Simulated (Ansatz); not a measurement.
# BaTiO3 (P4mm) in Ansatz: notebook, part 2 of 3

Ansatz 0.2.0. Earlier steps stand in the parts before.

## Step 3: Relaxation of cell and atoms, PBE+D4

input.yaml

```yaml
crystal:
  lattice:
    - [3.9998, 0.0, 0.0]
    - [0.0, 3.9998, 0.0]
    - [0.0, 0.0, 4.018]
  atoms:
    - { symbol: Ba, position: [0.0, 0.0, 0.0] }
    - { symbol: Ti, position: [0.5, 0.5, 0.49] }
    - { symbol: O, position: [0.0, 0.5, 0.517] }
    - { symbol: O, position: [0.5, 0.0, 0.517] }
    - { symbol: O, position: [0.5, 0.5, 0.019] }
hamiltonian:
  xc: pbe
  pseudopotentials: { kind: paw }
  dispersion: d4
kpoints:
  mp_grid: { grid: [7, 7, 7] }
scf:
  occupations: { method: fermi_dirac, width: 0.05 }
output:
  forces: true
  stress: true
relax:
  f_tol: 0.01
  max_steps: 40
  cell: { stress_tol: 0.05 }
```

Potentials or basis: Ansatz PAW.

Run with:

```console
$ ansatz run input.yaml --threads 2 --pin off --max-ram 5632MiB --backend cpu --events-out ev --progress --plain --runs-dir out
```

The program printed:

```text
Warning: RAYON_NUM_THREADS=2 ignored (pool sized by the plan → 2); use --threads N
Engine: ansatz 0.2.0, x86_64-unknown-linux-gnu
Pseudopotentials: kind: paw
Pseudopotential: Ba, paw, valence charge 10, recommended cutoff 420 eV (normal), Ba.paw.azcp
Pseudopotential: Ti, paw, valence charge 12, recommended cutoff 420 eV (normal), Ti.paw.azcp
Pseudopotential: O, paw, valence charge 6, recommended cutoff 420 eV (normal), O.paw.azcp
Functional definition: PBE
  parameter kappa = 0.804
  parameter beta = 0.06672455060314922
  exchange = pbe_x(kappa = kappa, mu = beta*pi^2/3)
  correlation = pbe_c(beta = beta)
Crystal: 5 atoms, lattice volume = 64.282 Å³
Basis set: ecut = 420 eV, 1237 PW (Γ), exchange–correlation on 54×54×54 points (8 copies of the dense FFT grid, shifted against one another)
Bands: 25, of which v1, the nominal top of the filled ones, is band 20 counted from 1 (19 counted from 0)
Symmetry: 8 space group operations
Space group: P4mm (ITA 99), of the structure as read, at distance tolerance 4.0e-5 Å
k-points: 40 of 343 (time reversal used)
Non-local potential: Ba, projectors of the file, l = 0: 3, l = 1: 2, l = 2: 2, l = 3: 2
Non-local potential: Ti, projectors of the file, l = 0: 3, l = 1: 2, l = 2: 3, l = 3: 1
Non-local potential: O, projectors of the file, l = 0: 2, l = 1: 2, l = 2: 1
PAW form: soft (Blöchl's): semilocal exchange-correlation on the pseudo side does not see the compensation charge
PAW one-centre angular grid: Ba, 194 points (default); XC on 64 Gauss nodes
PAW one-centre angular grid: Ti, 590 points (default); XC on 64 Gauss nodes
PAW one-centre angular grid: O, 110 points (default); XC on 64 Gauss nodes
Initial density: superposition of atomic densities (neutral atoms: chi_scale 0, normalization atom), corrected by the library's trained network
Initial wavefunctions: pseudopotential atomic-orbital guess
Functional: x = pbe(κ = 0.804, μ = 0.2195149727645171), c = pbe(β = 0.06672455060314922)
SCF iter   1: F=—  HF=-10160.654363 eV  |F-HF|=—  |Δ(HF+E_count)|=         —  Δρ=1.60e-3  dr2=1.00e-3  ethr=1.77e-3  ⟨swp⟩=6.0  Hψ=4985  notcnv=0
preconditioner: auto → Resta (q_TF=auto, 2.521 Å⁻¹)  ε∞=5.9  [insulator: Δε(μ)=1.913 eV  Ē_g=11.890 eV  σ=0.050 eV  W_gap=1.00  n_scr=18 (ndim 8)  ℏωp=26.2 eV  f_vac=0.000  D(μ)=0.00/eV (n_scr^D=0)  ε∞_Penn≈5.9]
SCF iter   2: F=—  HF=-10160.654662 eV  |F-HF|=—  |Δ(HF+E_count)|=   2.99e-4  Δρ=7.82e-4  dr2=2.58e-4  ethr=2.51e-6  ⟨swp⟩=2.0  Hψ=2010  notcnv=0
SCF iter   3: F=—  HF=-10160.654802 eV  |F-HF|=—  |Δ(HF+E_count)|=   1.40e-4  Δρ=1.09e-4  dr2=1.36e-5  ethr=6.46e-7  ⟨swp⟩=2.5  Hψ=1441  notcnv=0
SCF iter   4: F=—  HF=-10160.654073 eV  |F-HF|=—  |Δ(HF+E_count)|=   7.29e-4  Δρ=5.20e-5  dr2=1.79e-6  ethr=3.41e-8  ⟨swp⟩=2.1  Hψ=1744  notcnv=0
SCF iter   5: F=—  HF=-10160.654073 eV  |F-HF|=—  |Δ(HF+E_count)|=   2.05e-9  Δρ=1.75e-5  dr2=1.28e-7  ethr=4.47e-9  ⟨swp⟩=2.3  Hψ=1690  notcnv=0
SCF iter   6: F=-10160.654073 eV  HF=-10160.654073 eV  |F-HF|=1.47e-9  |Δ(HF+E_count)|=   2.38e-9  Δρ=3.72e-6  dr2=5.61e-9  ethr=2.50e-10  ⟨swp⟩=5.0  Hψ=3634  notcnv=0
SCF 1 converged in 6 iterations: F = -10160.654073 eV  dr2 = 5.61e-9
relax step   1: F+E_penalty+E_count = -10160.65407296 eV  Δ(F+E_penalty+E_count) = +0.000e0 eV  max|allowed force component| = 3.304e-1 eV/Å  Δτ_max = 0.0000 Å  P = -0.451 GPa  Ω = 64.282 Å³  (6 SCF iters, dr2 threshold 1.00e-7 eV, accepted)
Crystal: 5 atoms, lattice volume = 64.227 Å³
Basis set: ecut = 420 eV, 1245 PW (Γ), exchange–correlation on 54×54×54 points (8 copies of the dense FFT grid, shifted against one another)
Initial density: handed on by an earlier stage of this run
Initial wavefunctions: those handed on with the density
iter 1 solved again at ethr=1.37e-6 eV; its pass at ethr=3.10e-3 eV (dr2=5.46e-4 eV) is discarded
SCF iter   1: F=—  HF=-10160.659041 eV  |F-HF|=—  |Δ(HF+E_count)|=         —  Δρ=1.09e-3  dr2=5.69e-4  ethr=1.37e-6  ⟨swp⟩=2.0  Hψ=5141  notcnv=0
preconditioner: auto → Resta (q_TF=auto, 2.521 Å⁻¹)  ε∞=5.8  [insulator: Δε(μ)=1.930 eV  Ē_g=11.927 eV  σ=0.050 eV  W_gap=1.00  n_scr=18 (ndim 8)  ℏωp=26.2 eV  f_vac=0.000  D(μ)=0.00/eV (n_scr^D=0)  ε∞_Penn≈5.8]
[... 119 lines left out ...]
SCF iter   5: F=-10160.671818 eV  HF=-10160.671818 eV  |F-HF|=1.96e-10  |Δ(HF+E_count)|=   5.37e-9  Δρ=1.53e-6  dr2=1.34e-9  ethr=5.42e-11  ⟨swp⟩=2.8  Hψ=1739  notcnv=0
SCF iter   6: F=-10160.671818 eV  HF=-10160.671818 eV  |F-HF|=4.91e-11  |Δ(HF+E_count)|=  3.09e-10  Δρ=4.70e-7  dr2=1.60e-10  ethr=3.34e-12  ⟨swp⟩=2.3  Hψ=3130  notcnv=0
SCF 11 converged in 6 iterations: F = -10160.671818 eV  dr2 = 1.60e-10
relax step  11: F+E_penalty+E_count = -10160.67181800 eV  Δ(F+E_penalty+E_count) = -1.888e-6 eV  max|allowed force component| = 2.452e-3 eV/Å  Δτ_max = 0.0018 Å  P = -0.004 GPa  Ω = 65.030 Å³  energy of the carried Pulay correction = -4.271e-4 eV  (6 SCF iters, dr2 threshold 2.47e-8 eV, accepted)
iter 1 solved again at ethr=1.95e-8 eV; its pass at ethr=3.10e-3 eV (dr2=7.80e-6 eV) is discarded
SCF iter   1: F=—  HF=-10160.672539 eV  |F-HF|=—  |Δ(HF+E_count)|=         —  Δρ=3.18e-5  dr2=2.45e-7  ethr=1.95e-8  ⟨swp⟩=3.4  Hψ=8026  notcnv=0
preconditioner: auto → Resta (q_TF=auto, 2.516 Å⁻¹)  ε∞=5.7  [insulator: Δε(μ)=1.969 eV  Ē_g=12.054 eV  σ=0.050 eV  W_gap=1.00  n_scr=18 (ndim 8)  ℏωp=26.0 eV  f_vac=0.000  D(μ)=0.00/eV (n_scr^D=0)  ε∞_Penn≈5.7]
SCF iter   2: F=—  HF=-10160.672227 eV  |F-HF|=—  |Δ(HF+E_count)|=   3.12e-4  Δρ=1.45e-5  dr2=4.13e-8  ethr=6.13e-10  ⟨swp⟩=2.8  Hψ=1905  notcnv=0
SCF iter   3: F=—  HF=-10160.672227 eV  |F-HF|=—  |Δ(HF+E_count)|=   2.91e-8  Δρ=9.14e-6  dr2=1.63e-8  ethr=1.03e-10  ⟨swp⟩=1.2  Hψ=1010  notcnv=0
SCF iter   4: F=—  HF=-10160.672227 eV  |F-HF|=—  |Δ(HF+E_count)|=   2.02e-8  Δρ=6.18e-7  dr2=2.06e-10  ethr=4.08e-11  ⟨swp⟩=2.2  Hψ=1671  notcnv=0
iter 5 did not close the SCF: its close was put off for the readings that it lacked (scf_convergence_deferred on its scf_iter line)
SCF iter   5: F=-10160.672227 eV  HF=-10160.672227 eV  |F-HF|=2.18e-11  |Δ(HF+E_count)|=  1.46e-11  Δρ=2.60e-7  dr2=4.07e-11  ethr=1.00e-12  ⟨swp⟩=1.3  Hψ=1041  notcnv=0
SCF iter   6: F=-10160.672227 eV  HF=-10160.672227 eV  |F-HF|=5.46e-12  |Δ(HF+E_count)|=  1.82e-12  Δρ=7.94e-8  dr2=2.75e-12  ethr=1.00e-12  ⟨swp⟩=3.9  Hψ=3710  notcnv=0
SCF 12 converged in 6 iterations: F = -10160.672227 eV  dr2 = 2.75e-12
relax step  12: F+E_penalty+E_count = -10160.67222711 eV  Δ(F+E_penalty+E_count) = -4.091e-4 eV  max|allowed force component| = 2.471e-3 eV/Å  Δτ_max = 0.0000 Å  P = +0.000 GPa  Ω = 65.030 Å³  stress off target by 1.18e-2 GPa  SCF on the basis re-selected at this cell (its energy is not comparable with the rows above)  (6 SCF iters)
basis re-selected at this cell: Δ(F+E_penalty+E_count) = -4.091e-4 eV, ΔP = +0.004 GPa vs the last step (what re-selecting the basis moved, of the pressure what is left beyond the Pulay correction that the steps carried, after the strain that the cell walked since its last selection, with what the two solves' SCF thresholds leave and, on support functions, any second-order correction that the steps lacked; it is no measure of the basis error at this ecutwfc). This SCF's stress stands 1.18e-2 GPa from its target on what of the cell is left free (relax.cell.stress_tol is 5.00e-2 GPa) and its largest allowed force component is 2.47e-3 eV/Å (relax.f_tol is 1.00e-2 eV/Å): within both
SCF converged after 6 iterations
Free energy (F): -10160.672227 eV
Harris-Foulkes:  -10160.672227 eV  (|F-HF|=5.46e-12)
Internal energy: -10160.672227 eV  (E = F + TS)
E sigma→0 (E₀):  -10160.672227 eV
Fermi energy:    11.204776 eV
--- Per-component energies (eV) ---
  E_band       = -147.250732
  E_kinetic    = 970.540599
  E_local      = -2135.064281  (includes V_loc(G=0)·N_el)
  E_nonlocal   = 203.802979
  E_hartree    = 834.490142
  E_xc         = -491.490497
  E_vxc        = -546.150320  (∫ρ·V_xc dr)
  E_paw        = -6744.803376  (= ΣΔE_a)
  E_vpaw       = -309.367435  (= ΣTr[D̂ρ^β])
  E_aug_tail   = 0.007453  (compensation charges beyond the density's cutoff)
  E_ewald      = -2797.088769
  E_disp       = -1.066477  (pairwise vdW)
  E_smearing   = -0.000000  (= −TS)
  E_closure    = -0.000000  (closes the sum)
  Σ components = -10160.672227   (vs F -10160.672227, Δ=0.00e0)
--- Forces (eV/Å), atoms counted from 1 ---
  atom   1  Ba     0.00000000    -0.00000000     0.00101585
  atom   2  Ti     0.00000000     0.00000000    -0.00247075
  atom   3  O      0.00000000    -0.00000000    -0.00016708
  atom   4  O     -0.00000000     0.00000000    -0.00016708
  atom   5  O      0.00000000    -0.00000000     0.00179003
  max |Σ_I F_I| component: 9.79e-7 eV/Å
--- Stress (GPa, compression-positive) ---
       -0.005131      -0.000000       0.000000
       -0.000000      -0.005131      -0.000000
        0.000000      -0.000000       0.011757
  P = ⅓ Tr σ = 0.0005 GPa (0.005 kbar)
--- Relaxed structure (10 steps of the walk, 10 accepted, 2 SCFs on fresh bases) ---
  F+E_penalty+E_count = -10160.67222711 eV   max|allowed force component| = 2.471e-3 eV/Å   (the final SCF, on the basis selected at the relaxed cell)
  cell:  # Å, volume = 65.0300 Å³
    - [3.973008151545066, -4.422940559517951e-33, 1.745549809639021e-17]
    - [-4.422940559517951e-33, 3.973008151545066, 3.0768282153168355e-33]
    - [1.753492458405317e-17, 3.0908284837099466e-33, 4.119786215852036]
  atoms:
    - { symbol: Ba, position: [-1.2114214417517186e-18, 3.611299210686611e-36, -0.006206908188356953] }
    - { symbol: Ti, position: [0.49999999999999994, 0.49999999999999994, 0.4771117788457709] }
    - { symbol: O, position: [3.779014027662688e-19, 0.49999999999999994, 0.5189362372419543] }
    - { symbol: O, position: [0.49999999999999994, 3.3464706019029184e-34, 0.5189362372419543] }
    - { symbol: O, position: [0.49999999999999994, 0.49999999999999994, 0.034222654858677724] }
```

Wall time 77 s (2 threads of Intel Xeon at 2.50GHz (Skylake/Cascade Lake), shared host); peak memory 0.46 GiB.

Results:

```yaml
Free_energy: -10160.6722 eV
Relaxed_volume: 13.01 Å³/atom
Relaxed_cell: a = 3.973 Å, b = 3.973 Å, c = 4.120 Å, α = 90.00°, β = 90.00°, γ = 90.00°
Space_group_after_relaxing_to_0.05_Å: P4mm (No. 99)
Energy_gained_by_relaxing: 3.6 meV/atom
Ionic_steps: 12
Pressure_after_relaxing: 0.0 GPa
Band_gap_on_the_k_mesh: 1.97 eV
```

Forces on the atoms (eV/Å):
```
Ba   0.000  0.000  0.001
Ti   0.000  0.000 -0.002
O    0.000  0.000  0.000
O    0.000  0.000  0.000
O    0.000  0.000  0.002
```

Step by step:
| step | energy change (eV) | largest force (eV/Å) | volume (Å³) |
| --- | --- | --- | --- |
| 1 | 0.0000 | 0.3304 | 64.28 |
| 2 | -0.0042 | 0.2083 | 64.23 |
| 3 | -0.0060 | 0.2153 | 64.21 |
| 4 | -0.0137 | 0.1207 | 64.59 |
| 5 | -0.0144 | 0.0357 | 64.91 |
| 6 | -0.0149 | 0.0484 | 64.78 |
| 7 | -0.0148 | 0.0013 | 64.90 |
| 8 | -0.0180 | 0.0014 | 64.90 |
| 9 | -0.0176 | 0.0281 | 65.06 |
| 10 | -0.0177 | 0.0173 | 65.02 |
| 11 | -0.0177 | 0.0025 | 65.03 |
| 12 | -0.0182 | 0.0025 | 65.03 |

Final structure:
```
CELL_PARAMETERS angstrom
3.97301 0.00000 0.00000
0.00000 3.97301 0.00000
0.00000 0.00000 4.11979
ATOMIC_POSITIONS crystal
Ba 0.00000 0.00000 0.99379
Ti 0.50000 0.50000 0.47711
O 0.00000 0.50000 0.51894
O 0.50000 0.00000 0.51894
O 0.50000 0.50000 0.03422
```

Caveat: odd divisions of the mesh miss points on the zone boundary, where band edges often lie, so the gap on the mesh can be too wide; the plane-wave basis is chosen anew once the cell has moved, so the energies of steps on either side of that aren't comparable; the pressure holds a Pulay correction of +0.5 GPa for the finite cutoff; spin-orbit coupling is left out, which moves the levels of the heavy elements. Zero-point motion and thermal expansion aren't in these numbers.

## Step 4: Relaxation of cell and atoms, BLYP+D3(BJ)

input.yaml, as its differences from that of step 3:

```diff
@@ -12,5 +12,5 @@
 hamiltonian:
-  xc: pbe
+  xc: blyp
   pseudopotentials: { kind: paw }
-  dispersion: d4
+  dispersion: d3bj
 kpoints:
@@ -22,2 +22,6 @@
   stress: true
+  write_density: true
+  write_potential: true
+  elf: true
+  volumetric_format: npy
 relax:
```

Potentials or basis: Ansatz PAW.

Run with:

```console
$ ansatz run input.yaml --threads 2 --pin off --max-ram 5632MiB --backend cpu --events-out ev --progress --plain --runs-dir out
```

The program printed:

```text
Warning: RAYON_NUM_THREADS=2 ignored (pool sized by the plan → 2); use --threads N
[... 5 set-up lines as earlier in the session ...]
Functional definition: BLYP
  parameter beta = 0.0042
  parameter a = 0.04918
  parameter b = 0.132
  parameter c = 0.2533
  parameter d = 0.349
  exchange = b88_x(beta = beta)
  correlation = lyp_c(a = a, b = b, c = c, d = d)
Crystal: 5 atoms, lattice volume = 64.282 Å³
Basis set: ecut = 420 eV, 1237 PW (Γ), exchange–correlation on 54×54×54 points (8 copies of the dense FFT grid, shifted against one another)
Bands: 25, of which v1, the nominal top of the filled ones, is band 20 counted from 1 (19 counted from 0)
[... 2 set-up lines as earlier in the session ...]
k-points: 40 of 343 (time reversal used)
[... 1 set-up line as earlier in the session ...]
[... 188 lines left out ...]
  atom   2  Ti    -0.00000000     0.00000000    -0.00088098
  atom   3  O      0.00000000     0.00000000    -0.00028396
  atom   4  O     -0.00000000    -0.00000000    -0.00028396
  atom   5  O     -0.00000000    -0.00000000     0.00138796
  max |Σ_I F_I| component: 2.79e-5 eV/Å
--- Stress (GPa, compression-positive) ---
        0.005849      -0.000000       0.000000
       -0.000000       0.005849       0.000000
        0.000000       0.000000       0.017733
  P = ⅓ Tr σ = 0.0098 GPa (0.098 kbar)
--- Band table (eV; the first three rows and the last of 40) ---
  k-point 0: bands = ["-45.9007", "-22.2623", "-22.1785", "-22.1785", "-14.3484", "-6.2858", "-5.6818", "-5.5714", "0.5013", "0.5475", "0.5475", "8.1732", "8.2513", "8.2513", "9.0766", "9.0766", "9.3158", "9.9719", "10.1328", "10.1328", "12.4360", "12.8742", "12.8742", "14.6082", "14.7508"]
  k-point 1: bands = ["-45.9005", "-22.2695", "-22.1782", "-22.1782", "-14.3313", "-6.2919", "-5.6803", "-5.5666", "0.5708", "0.5708", "0.5886", "7.8539", "8.1943", "8.1943", "8.9276", "8.9276", "9.1789", "9.6437", "10.0871", "10.0871", "12.4548", "13.1160", "13.1160", "14.6061", "15.1851"]
  k-point 2: bands = ["-45.9003", "-22.2856", "-22.1776", "-22.1776", "-14.2923", "-6.3604", "-5.6118", "-5.5558", "0.6244", "0.6244", "0.7826", "7.1728", "8.0297", "8.0297", "8.6863", "8.6863", "8.8998", "9.0707", "9.9785", "9.9785", "12.4979", "13.6254", "13.6254", "14.6043", "15.9623"]
  k-point 39: bands = ["-45.8984", "-22.2927", "-22.2239", "-22.2239", "-14.1188", "-5.6087", "-5.4114", "-5.3659", "-0.1063", "-0.0606", "0.0754", "6.2824", "6.8426", "6.8820", "7.9056", "8.0680", "8.1002", "10.1537", "10.1958", "10.4568", "14.5651", "14.5676", "14.6309", "17.0865", "17.5428"]
--- Relaxed structure (10 steps of the walk, 10 accepted, 2 SCFs on fresh bases) ---
  F+E_penalty+E_count = -10193.80474711 eV   max|allowed force component| = 1.382e-3 eV/Å   (the final SCF, on the basis selected at the relaxed cell)
  cell:  # Å, volume = 65.0763 Å³
    - [3.983000069060546, 1.461493402275497e-32, 1.4860026155147005e-17]
    - [1.461493402275497e-32, 3.983000069060546, 2.353292830308736e-32]
    - [1.492764265497792e-17, 2.3640008480875296e-32, 4.102064875790006]
  atoms:
    - { symbol: Ba, position: [-7.836358646727785e-19, -3.924278475612772e-34, -0.004015081537680527] }
    - { symbol: Ti, position: [0.49999999999999994, 0.49999999999999994, 0.4793853520982129] }
    - { symbol: O, position: [2.27346262641639e-19, 0.49999999999999994, 0.5181648443147433] }
    - { symbol: O, position: [0.49999999999999994, -6.091058002024746e-34, 0.5181648443147433] }
    - { symbol: O, position: [0.49999999999999994, 0.49999999999999994, 0.031300040809980806] }
```

rho_z.tsv:

```text
# z_ang	rho[e/angstrom^3]
# format = ansatz-planar-average/11
# lattice	3.983000069	0.000000000	0.000000000
# lattice	0.000000000	3.983000069	0.000000000
# lattice	0.000000000	0.000000000	4.102064876
# sites	5
# site	56	-0.000000000	-0.000000000	-0.016470125
# site	22	1.991500035	1.991500035	1.966469815
# site	8	0.000000000	1.991500035	2.125545808
# site	8	1.991500035	0.000000000	2.125545808
# site	8	1.991500035	1.991500035	0.128394798
0.000000	7.274797e-1
0.136735	7.534865e-1
0.273471	7.207330e-1
0.410206	6.343165e-1
0.546942	5.156794e-1
0.683677	3.960592e-1
[... 22 lines left out ...]
3.828594	5.562146e-1
3.965329	6.535859e-1
```

Wall time 84 s (2 threads of Intel Xeon at 2.50GHz (Skylake/Cascade Lake), shared host); peak memory 0.47 GiB.

What came out:

```
Free energy                            : -10193.8047 eV
Relaxed volume                         : 13.02 Å³/atom
Relaxed cell                           : a = 3.983 Å, b = 3.983 Å, c = 4.102 Å, α = 90.00°, β = 90.00°, γ = 90.00°
Space group after relaxing (to 0.05 Å) : P4mm (No. 99)
Energy gained by relaxing              : 2.6 meV/atom
Ionic steps                            : 12
Pressure after relaxing                : 0.0 GPa
Band gap on the k mesh                 : 1.97 eV, indirect (least direct gap 2.30 eV)
```

Step by step:
```
step  energy change (eV)  largest force (eV/Å)  volume (Å³)
   1              0.0000                0.2725        64.28
   2             -0.0023                0.1431        64.51
   3             -0.0035                0.2084        64.49
   4             -0.0056                0.2019        64.48
   5             -0.0086                0.0806        64.87
   6             -0.0091                0.0238        65.03
   7             -0.0094                0.0072        64.97
   8             -0.0094                0.0001        64.98
   9             -0.0129                0.0003        64.98
  10             -0.0126                0.0103        65.09
  11             -0.0127                0.0014        65.08
  12             -0.0130                0.0014        65.08
```

Final structure:
```
Ba Ti O
1.0
     3.98300    0.00000    0.00000
     0.00000    3.98300    0.00000
     0.00000    0.00000    4.10206
Ba Ti O
1 1 3
Direct
  0.00000 0.00000 0.99598
  0.50000 0.50000 0.47939
  0.00000 0.50000 0.51816
  0.50000 0.00000 0.51816
  0.50000 0.50000 0.03130
```

Caveat: odd divisions of the mesh miss points on the zone boundary, where band edges often lie, so the gap on the mesh can be too wide; the plane-wave basis is chosen anew once the cell has moved, so the energies of steps on either side of that aren't comparable; the pressure holds a Pulay correction of +0.6 GPa for the finite cutoff; spin-orbit coupling is left out, which moves the levels of the heavy elements; the PAW data sets come from PBE, with cores solved anew for the run's functional, which leaves a small shift of forces and pressure. BLYP gaps usually lie below the measured ones, often by a third to a half.

[end of part 2 of 3]
